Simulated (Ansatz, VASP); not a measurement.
# Two plane-wave programs on Cr

```
Cr
1.0
    -1.42432    1.42432    1.42432
     1.42432   -1.42432    1.42432
     1.42432    1.42432   -1.42432
Cr
1
Direct
  0.00000 0.00000 0.00000
```

Alike in both runs: task single point; functional PBE; k mesh 15 × 15 × 15; occupations fermi-dirac, width 0.2 eV; no spin polarisation.

```csv
,VASP,Ansatz
version,VASP 6.6.1,Ansatz 0.2.0
potentials or method,"VASP PAW PBE potentials, release 64 (Cr_pv)","plane waves (420 eV) with PAW, scalar-relativistic"
plane-wave cutoff (eV),520,420
valence electrons in the cell,12,14
```

VASP gave:

| Property | Result |
| --- | --- |
| pressure (GPa) | 0.2 |

Q: Estimate Ansatz's values.

A: Pressure (GPa): 0.7.

The two sets of potentials don't hold the same shells in valence.

Caveats: the run has no spin polarisation, though such a crystal can be magnetic. Spin polarisation is off, so any magnetic state and its effect on volume and gap are missing.
